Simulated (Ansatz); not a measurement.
**Lattice dynamics of TiAl (Pm-3m)**

How does TiAl (Pm-3m) vibrate, and is this structure a minimum?

Method: DFT LDA, scalar-relativistic, plane waves, PAW, in Ansatz 0.2.0.

Report form: the programs' logs are mostly left out.

The database entry behind the starting cell lists a temperature of 1381 K, so it need not match the best structure at ambient conditions.

### Step 1. The starting structure

The structure is cubic, space group Pm-3m (No. 221). The conventional cell has a = 3.018 Å, b = 3.018 Å, c = 3.018 Å, α = 90.00°, β = 90.00°, γ = 90.00°. Nearest to Ti lie 8 Al at 2.61 Å. Nearest to Al lie 8 Ti at 2.61 Å. Farther neighbours are not listed.

### Step 2. Rough relaxation

The start is far from rest, so a relaxation with loose tolerances brings it close first.

Contents of input.yaml:

```yaml
crystal:
  lattice:
    - [3.018, 0.0, 0.0]
    - [0.0, 3.018, 0.0]
    - [0.0, 0.0, 3.018]
  atoms:
    - { symbol: Ti, position: [0.5, 0.5, 0.5] }
    - { symbol: Al, position: [0.0, 0.0, 0.0] }
kpoints:
  mp_grid: { grid: [6, 6, 6] }
hamiltonian:
  xc: lda
scf:
  occupations: { method: gaussian, width: 0.1 }
output:
  forces: true
  stress: true
  eigenvalues: true
relax:
  adjacent_minimum: "off"
  f_tol: 0.05
  max_steps: 80
  cell: { stress_tol: 0.5 }
```

Command:

```bash
$ ansatz run input.yaml --threads 4 --pin off --max-ram 7168MiB --backend cpu --events-out ev --progress --plain --runs-dir out
```

It took 0.75 s on 4 threads of Arm Neoverse V2, shared host; peak memory 0.27 GiB; 2.1 s of CPU time.

The steps of the relaxation:

```tsv
step	energy less that of the first step (eV)	largest force component (eV/Å)	pressure (GPa)	volume (Å³)
1	0.0000	0.0000	15.89	27.49
2	-0.1328	0.0000	-0.30	30.49
3*	-0.1354	0.0000	-0.13	30.49
```

Relaxation steps marked * repeat the geometry before them on a plane-wave basis chosen anew for their cell, so energy and pressure can jump there.

The run keeps the 48 symmetry operations that it works with, so distortions that break them were not tested.

```tsv
conventional cell, symmetrised	before	after	change
a (Å)	3.018	3.124	+3.5 %
b (Å)	3.018	3.124	+3.5 %
c (Å)	3.018	3.124	+3.5 %
volume (Å³/atom)	13.74	15.24	+10.9 %
```

Final coordinates:

```
Ti Al
1.0
     3.12403    0.00000    0.00000
     0.00000    3.12403    0.00000
     0.00000    0.00000    3.12403
Ti Al
1 1
Direct
  0.50000 0.50000 0.50000
  0.00000 0.00000 0.00000
```

This step gave:

```yaml
pressure: -0.1301 GPa
volume_per_atom: 15.24 Å³
gap_on_the_k_mesh: 0 eV
```

In this step the volume went from 13.74 to 15.24 Å³/atom.

### Step 3. Bringing the structure to rest

The cell and atoms are relaxed, since residual forces and stress would shift the frequencies.

input.yaml, the sections that differ from step 2:

```yaml
crystal:
  lattice:
    - [3.1240322098, 0.0, 0.0]
    - [0.0, 3.1240322098, 0.0]
    - [0.0, 0.0, 3.1240322098]
  atoms:
    - { symbol: Ti, position: [0.5, 0.5, 0.5] }
    - { symbol: Al, position: [0.0, 0.0, 0.0] }
kpoints:
  mp_grid: { grid: [14, 14, 14] }
relax:
  adjacent_minimum: "off"
  f_tol: 0.005
  max_steps: 80
  cell: { stress_tol: 0.05 }
# hamiltonian, scf, output: as in step 2
```

Wall time 1.6 s (4 threads); peak memory 0.34 GiB; 5.3 s of CPU time.

Little changed from the start: no atom moved by 0.005 Å and no cell edge by 0.1 %.

This step gave:

- pressure: 0.03785 GPa

In this step the volume went from 15.24 to 15.24 Å³/atom.

### Step 4. Relaxing to small forces for the phonons

Phonons need a cell at rest on their own settings, so the relaxation is repeated with tight tolerances on forces and stress, using the mesh and the filling of the phonon run that follows.

input.yaml, the sections that differ from step 3:

```yaml
kpoints:
  mp_grid: { grid: [16, 16, 16] }
scf:
  occupations: { method: methfessel_paxton, width: 0.2 }
relax:
  adjacent_minimum: "off"
  f_tol: 0.001
  max_steps: 60
  cell: { stress_tol: 0.01 }
# crystal, hamiltonian, output: as in step 3
```

Run time: 2.5 s. Hardware: 4 threads; peak memory 0.36 GiB; 9 s of CPU time.

Little changed from the start: no atom moved by 0.005 Å and no cell edge by 0.1 %.

Numbers from this step:

```yaml
pressure: -0.005368 GPa
volume_per_atom: 15.25 Å³
```

The forces vanish by symmetry and the pressure is -0.005 GPa, within the tolerances set. The cell now holds 15.25 Å³/atom.

### Step 5. Zone-centre response

The zone centre comes first: it holds the modes that light can see, as far as symmetry allows. No field response is asked, since the mesh shows no gap.

input.yaml, the sections that differ from step 4:

```yaml
crystal:
  lattice:
    - [3.1242198621, 0.0, 0.0]
    - [0.0, 3.1242198621, 0.0]
    - [0.0, 0.0, 3.1242198621]
  atoms:
    - { symbol: Ti, position: [0.5, 0.5, 0.5] }
    - { symbol: Al, position: [0.0, 0.0, 0.0] }
output:
  eigenvalues: true
phonons:
  method: dfpt
# kpoints, hamiltonian, scf: as in step 4
# relax: removed
```

The job ended after 9.2 s (4 threads; peak memory 0.72 GiB).

Numbers from this step:

```yaml
sum_rule_residual_before_enforcement: 9.26e-6 eV/Å²
point_group: m-3m
highest_optical_mode_at_the_zone_centre_no_lo_to_term: 327.7 cm⁻¹
lowest_optical_zone_centre_mode: 327.7 cm⁻¹
```

Patterns of degenerate modes are one choice out of their space. The modes at Γ (shares of kinetic energy by element, %):

```tsv
mode	frequency (cm⁻¹)	symmetry	Ti %	Al %
1	0.0	acoustic	64	36
2	0.0	acoustic	64	36
3	0.0	acoustic	64	36
4	327.7	T1u	36	64
5	327.7	T1u	36	64
6	327.7	T1u	36	64
```

Displacements in mode 4 (327.7 cm⁻¹), the largest set to 1:
```
Ti1  0.00 -0.56  0.00
Al2  0.00  1.00  0.00
```

Before it was imposed, the acoustic sum rule was missed by 9.3e-6 eV/Å². Small misses are needed for a sound result but don't prove that mesh and cutoff are converged. The lowest optical mode is real, 328 cm⁻¹.

### Step 6. The dispersion

Stability and thermal properties need the whole zone. Linear response on a 4×4×4 q mesh gives force constants as far as a supercell of that size would.

Edit input.yaml of step 5 so:

```diff
@@ -18 +18,8 @@
   method: dfpt
+  qmesh: [4, 4, 4]
+  temperatures: { t_max: 1000, t_step: 50 }
+  qpath:
+    path:
+      - [[0.0, 0.0, 0.0], [0.0, 0.5, 0.0], [0.5, 0.5, 0.0], [0.0, 0.0, 0.0], [0.5, 0.5, 0.5], [0.0, 0.5, 0.0]]
+      - [[0.5, 0.5, 0.5], [0.5, 0.5, 0.0]]
+    npoints: 10
```

Wall time 4.7 min (4 threads); peak memory 2.2 GiB.

This step gave:

```yaml
sum_rule_residual_before_enforcement: 4.71e-6 eV/Å²
lowest_frequency_on_the_path: -126.9 cm⁻¹
highest_frequency_on_the_path_or_at_a_solved_wavevector: 352.6 cm⁻¹
lowest_mode_on_the_q_mesh_acoustic_modes_at_gamma_apart: -126.9 cm⁻¹
```

Frequencies (cm⁻¹) solved at each irreducible wavevector; negative means imaginary. Frequencies by wavevector, by row:

```tsv
q in reciprocal lattice units	star	mode 1	mode 2	mode 3	mode 4	mode 5	mode 6
0 0 0	1	0	0	0	327.7	327.7	327.7
0 0 0.25	6	113.1	113.1	129.6	310.2	310.2	310.3
0 0 -0.5	3	209.1	209.1	216.6	265.5	268.5	268.5
0 0.25 0.25	12	-77.9	151.1	217.1	272.8	302.2	347.3
0 0.25 -0.5	12	69.5	108.5	211.8	276.5	329	331.8
0 -0.5 -0.5	3	-126.9	-126.9	215.6	288.6	350.1	350.1
0.25 0.25 0.25	8	105.3	105.3	187.7	305.1	321.3	321.3
0.25 0.25 -0.5	12	109.6	112.8	215.1	268.1	327.1	336
0.25 -0.5 -0.5	6	61.8	61.8	225.1	266.4	321	321
-0.5 -0.5 -0.5	1	195.4	195.4	195.4	244.6	244.6	244.6
```

Interpolated from a 4×4×4 q mesh. Phonon branches along the path, in cm⁻¹:

```tsv
point	branch 1	branch 2	branch 3	branch 4	branch 5	branch 6
Γ	0	0	0	328	328	328
halfway	113	113	130	310	310	310
X	209	209	217	266	268	268
halfway	70	108	212	276	329	332
M	-127	-127	216	289	350	350
halfway	-78	151	217	273	302	347
Γ	0	0	0	328	328	328
halfway	105	105	188	305	321	321
R	195	195	195	245	245	245
halfway	110	113	215	268	327	336
X	209	209	217	266	268	268
jump to R	195	195	195	245	245	245
halfway	62	62	225	266	321	321
M	-127	-127	216	289	350	350
```

Tetrahedra on a 20×20×20 mesh, mean over bins of 5 cm-1. Interpolated from a 4×4×4 q mesh. Phonon density of states against wavenumber; read off at these points:

wavenumber (cm⁻¹), phonon density of states (1/cm⁻¹/cell) and a bar:
```
     -128     0.0000 
     -112     0.0023 #
     -102     0.0030 ##
      -88     0.0038 ##
      -78     0.0041 ##
      -62     0.0045 ###
      -48     0.0043 ##
      -38     0.0043 ##
      -22     0.0037 ##
      -12     0.0034 ##
        2     0.0034 ##
       18     0.0036 ##
       28     0.0038 ##
       42     0.0046 ###
       52     0.0053 ###
       68     0.0073 ####
       82     0.0091 #####
       92     0.0104 ######
      108     0.0122 #######
      118     0.0137 ########
      132     0.0122 #######
      142     0.0123 #######
      158     0.0120 #######
      172     0.0120 #######
      182     0.0134 ########
      198     0.0196 ###########
      208     0.0325 ###################
      212     0.0356 ####################
      222     0.0074 ####
      238     0.0000 
      248     0.0007 
      262     0.0047 ###
      272     0.0403 #######################
      282     0.0440 #########################
      288     0.0353 ####################
      302     0.0265 ###############
      312     0.0292 #################
      328     0.0449 ##########################
      338     0.0524 ##############################
      352     0.0046 ###
```

Phonopy on the run's constants, 19x19x19 mesh, Gaussian sigma 3.6 cm-1. Interpolated from a 4×4×4 q mesh. Table of partial phonon density of states by wavenumber; read off at these points; values in 1/cm⁻¹/cell:

```tsv
wavenumber (cm⁻¹)	Al	Ti
-130.0	6.2e-5	1.1e-4
-120.0	6.6e-4	0.00115
-110.0	8.2e-4	0.00141
-100.0	0.00143	0.00246
-90.0	0.00130	0.00215
-80.0	0.00164	0.00274
-70.0	0.00221	0.00366
-60.0	0.00199	0.00330
-50.0	0.00189	0.00314
-40.0	0.00200	0.00337
-30.0	0.00124	0.00210
-20.0	0.00105	0.00178
-10.0	1.1e-4	1.9e-4
0.0	2.0e-5	3.0e-5
10.0	3.5e-4	6.0e-4
20.0	0.00134	0.00227
30.0	0.00145	0.00251
40.0	0.00248	0.00421
50.0	0.00196	0.00341
60.0	0.00201	0.00347
70.0	0.00332	0.00579
80.0	0.00353	0.00615
90.0	0.00271	0.00490
100.0	0.00457	0.00807
110.0	0.005	0.00895
120.0	0.00487	0.00898
130.0	0.00344	0.00668
136.2	0.00526	0.0100
140.0	0.00499	0.00983
150.0	0.00332	0.00771
160.0	0.00324	0.00749
170.0	0.00402	0.0111
180.0	0.00268	0.00833
190.0	0.00368	0.0145
200.0	0.00256	0.0155
210.0	0.00217	0.0306
213.0	0.00165	0.0310
220.0	4.7e-4	0.0193
230.0	6.9e-6	0.00105
240.0	6.8e-5	0
250.0	0.00156	6.7e-5
260.0	0.00419	2.1e-4
270.0	0.0266	0.00146
280.0	0.0358	0.00429
290.0	0.0259	0.00660
300.0	0.0182	0.00706
310.0	0.0189	0.00895
320.0	0.0235	0.0130
330.0	0.0299	0.0176
334.7	0.0313	0.0186
340.0	0.0262	0.0157
350.0	0.0104	0.00627
360.0	2.0e-4	1.3e-4
370.0	0	0
```

Second derivatives of the energy by pair, one row for each kind of neighbour of each atom listed. Each entry sums the pair over the periodic images of the supercell that the q mesh stands for, and in a polar crystal it holds the long-range dipole part too. Force constants by pair, by row:

```tsv
atom	neighbour	distance (Å)	third of the trace (eV/Å²)	along the pair's line (eV/Å²)
Ti1	itself	0	7.835	–
Ti1	Al	2.706	-0.9123	-3.141
Ti1	Ti	3.124	-0.0665	-0.1099
Ti1	Ti	4.418	-0.0448	-0.2627
Ti1	Al	5.181	0.0167	0.0058
Ti1	Ti	5.411	-0.0538	-0.06
Ti1	Ti	6.248	-0.1836	-0.288
Ti1	Al	6.809	0.005	0.0109
Ti1	Ti	6.986	0.0763	0.0955
Al2	itself	0	7.148	–
Al2	Ti	2.706	-0.9123	-3.141
Al2	Al	3.124	0.0207	0.0672
Al2	Al	4.418	-0.0614	-0.0936
Al2	Ti	5.181	0.0167	0.0058
Al2	Al	5.411	0.0351	0.0126
Al2	Al	6.248	-0.0301	0.0395
Al2	Ti	6.809	0.005	0.0109
Al2	Al	6.986	4.00e-4	0.0052
```

Symmetry leaves 10 wavevectors to solve. The lowest mode among them, the acoustic zeros apart, lies at q = (0, -0.5, -0.5) and is imaginary, 126.9i cm⁻¹, so the energy falls along it.

### Step 7. Isotope substitution

An isotope changes the mass and not the force constants, so no new electronic calculation is needed; the shifts show which modes move this element.

The same force constants with the mass of Ti changed from 47.867 to 49.945 u (phonopy, no LO-TO term). Both lists are sorted by frequency; levels can cross, so a row need not hold one and the same mode. Modes under 3 cm⁻¹ are left out. Isotope shifts, by row:

```tsv
q	rank	natural mass (cm⁻¹)	changed mass (cm⁻¹)
0 0 0	4	327.7	325.2
0 0 0	5	327.7	325.2
0 0 0	6	327.7	325.2
0 0 0.25	1	113.1	111.4
0 0 0.25	2	113.1	111.4
0 0 0.25	3	129.6	127.9
0 0 0.25	4	310.2	308
0 0 0.25	5	310.2	308.2
0 0 0.25	6	310.3	308.2
0 0 -0.5	1	209.1	204.7
0 0 -0.5	2	209.1	204.7
0 0 -0.5	3	216.6	212.1
0 0 -0.5	4	265.5	265.5
0 0 -0.5	5	268.5	268.5
0 0 -0.5	6	268.5	268.5
0 0.25 0.25	1	-77.91	-76.9
0 0.25 0.25	2	151.1	148.6
0 0.25 0.25	3	217.1	212.8
0 0.25 0.25	4	272.8	272.5
0 0.25 0.25	5	302.2	300.7
0 0.25 0.25	6	347.3	344.5
```

A mode of this element alone would shift by -2.10 %. The highest zone-centre frequency without the field goes from 327.7 to 325.2 cm⁻¹ (-0.8 %). The product of the frequency ratios over all optical modes at Γ is 0.978; the product rule, (m/m′)^(3k/2) (M′/M)^(3/2) with k = 1 such atoms and M the mass of the cell, gives 0.978.

### Step 8. Outcome

```json
{"space group after relaxation (within 0.01 Å)": "Pm-3m", "volume per atom": "15.2 Å³", "electronic character": "no gap on this mesh", "highest optical mode at the zone centre (no LO-TO term)": "328 cm⁻¹", "lowest optical zone-centre mode": "328 cm⁻¹", "lowest mode on the q mesh (acoustic modes at Γ apart)": "-127 cm⁻¹", "highest frequency on the path or at a solved wavevector": "353 cm⁻¹", "imaginary modes on the 4×4×4 q mesh": "yes"}
```

Modes are clearly imaginary (beyond 10i cm⁻¹) at 2 of the 10 irreducible wavevectors, most at q = (0, -0.5, -0.5) (126.9i cm⁻¹), so this structure is not a minimum of the energy. The optical modes at Γ form one degenerate level at 328 cm⁻¹. With no gap, or one that is small against the smearing, the frequencies hang on the k mesh and the smearing, most of all near Kohn anomalies. The phonon runs are without spin polarisation, although the cell has an odd electron count. These are harmonic frequencies at zero temperature: anharmonic shifts, linewidths and thermal expansion are left out.

[Logs are printed without paths, hosts, clocks, repeated set-up lines and the standing remarks that a program may print on its own settings, such as how far it seeks lower states.]

[Hosts, paths, dates, database ids (printed as entryN), source tags and the programs' standing remarks are cut or masked in the printed files.]
